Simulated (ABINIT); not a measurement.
Crystal: Sb.

```xyz
2
Lattice="2.1542 1.2437 3.7580 -2.1542 1.2437 3.7580 0.0000 -2.4875 3.7580" Properties=species:S:1:pos:R:3 pbc="T T T"
Sb    0.0000    0.0000    8.6416
Sb    0.0000    0.0000    2.6324
```

Base run:

| Quantity | Value |
| --- | --- |
| Program | ABINIT 10.8.3 (patched build) |
| Functional | PBE |
| Potentials or basis | JTH PAW PBE v2.0 |
| Cutoff | 435 eV |
| k mesh | 5 × 5 × 5 |
| Occupations | fermi-dirac, width 0.05 eV |
| Spin | no spin polarisation |

Its results: band gap on the k mesh 0.38 eV, indirect (least direct gap 0.71 eV); pressure 2.5 GPa; largest force 0.049 eV/Å.

Q: After a change of settings the same cell gave: band gap on the k mesh 1.29 eV, indirect (least direct gap 1.32 eV); pressure 3.4 GPa; largest force 0.109 eV/Å. Which change was it?
A. k mesh from 5 × 5 × 5 to 3 × 3 × 3
B. functional from PBE to rPW86PBE; k mesh from 5 × 5 × 5 to 8 × 8 × 8
C. functional from PBE to BP86; k mesh from 5 × 5 × 5 to 8 × 8 × 8
D. functional from PBE to PBEsol

A: A.

Caveats: some runs use coarse meshes; spin-orbit coupling is left out, which moves the levels of the heavy elements; an odd mesh through Γ misses points on the zone boundary, where band edges often lie.
